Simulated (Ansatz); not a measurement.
One crystal and one scan (energy over volume and axial ratio) at two levels, PBE (plane waves to 420 eV, PAW, scalar-relativistic; Ansatz, a program for electronic structure) and r2SCAN (plane waves to 500 eV, PAW, scalar-relativistic; Ansatz), each from its own relaxed cell and on its own mesh. The cell shown is that of PBE.

GeTe (alpha-GeTe type, space group R3m)

```
GeTe
1.0
    2.11331     1.22012     3.63992
   -2.11331     1.22012     3.63992
    0.00000    -2.44024     3.63992
Ge Te
1 1
Direct
  0.23423   0.23423   0.23423
  0.76577   0.76577   0.76577
```

Grid over V/V₀ and (c/a)/(c/a)₀, subscript 0 meaning the relaxed cell; the conventional c axis lies along z; no internal relaxation.

E stands for the smeared free energy. GeTe was relaxed with its symmetry unable to fall. Spin-orbit coupling is left out, though Te is heavy. As the atoms are clamped, bonds stretch with the cell, which overstates energies and stresses. As the smearing reaches across the gap at some points, the response to shear is sensitive to the k mesh, so small differences along c/a are uncertain. Percentages come from the unrounded values. Both scans cover V/V₀ from 0.960 to 1.040 and (c/a)/(c/a)₀ from 0.920 to 1.080.

| quantity | PBE | r2SCAN | PBE − r2SCAN |
|---|---|---|---|
| Lattice constant a (Å) | 4.227 | 4.187 | +0.040 (+0.9 %) |
| Lattice constant c (Å) | 10.92 | 11.06 | -0.14 (-1.3 %) |
| Relaxed volume (Å³/atom) | 28.16 | 27.99 | +0.17 (+0.6 %) |
| Modulus against c/a change at fixed volume, (3/4V)·∂²E/∂(ln c/a)² (fit, atoms clamped) (GPa) | 20 | 20 | 0 |

PBE gives the higher value for: lattice constant a; relaxed volume. PBE gives the lower value for: lattice constant c. Neither level is exact: the differences show how much the result hangs on the functional.

(Under strain, the slope of the energy per volume gives the stress and its curvature an elastic modulus.)
